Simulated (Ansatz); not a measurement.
Space group P6/mmm (No. 191). a = 5.220 Å, b = 5.220 Å, c = 4.168 Å, α = 90.00°, β = 90.00°, γ = 120.00°
| atom | site | symmetry | x | y | z |
| --- | --- | --- | --- | --- | --- |
| Co | 3f | mmm | 0.0000 | 0.5000 | 0.0000 |
| Sn | 2d | -6m2 | 0.6667 | 0.3333 | 0.5000 |
| Sn | 1a | 6/mmm | 0.0000 | 0.0000 | 0.0000 |

Equation of state of this CoSn structure (not necessarily the ground state), with shape and atoms relaxed at each volume where symmetry leaves them free. It has no gap at any of these volumes. Theory: DFT PBEsol, scalar-relativistic, plane waves, PAW (Ansatz).

Plane waves to 420 eV, a k mesh through Γ of 12×12×8 on the computed 6-atom cell and Gaussian smearing (0.10 eV); no spin polarisation.

```json
{"V (Å³/atom)": "14.426", "E − E(largest V) (meV/atom)": "74.74", "P (GPa)": "25.29"}
{"V (Å³/atom)": "14.917", "E − E(largest V) (meV/atom)": "9.89", "P (GPa)": "17.22"}
{"V (Å³/atom)": "15.409", "E − E(largest V) (meV/atom)": "-32.25", "P (GPa)": "10.45"}
{"V (Å³/atom)": "15.901", "E − E(largest V) (meV/atom)": "-55.30", "P (GPa)": "4.76"}
{"V (Å³/atom)": "16.393", "E − E(largest V) (meV/atom)": "-62.33", "P (GPa)": "-0.02"}
{"V (Å³/atom)": "16.884", "E − E(largest V) (meV/atom)": "-55.88", "P (GPa)": "-4.03"}
{"V (Å³/atom)": "17.376", "E − E(largest V) (meV/atom)": "-38.13", "P (GPa)": "-7.40"}
{"V (Å³/atom)": "18.032", "E − E(largest V) (meV/atom)": "0.00", "P (GPa)": "-11.05"}
```

Question: Fit a third-order Birch–Murnaghan equation to E(V).

Answer: V0 = 16.39 Å³/atom, B0 = 146 GPa, B0' = 4.8.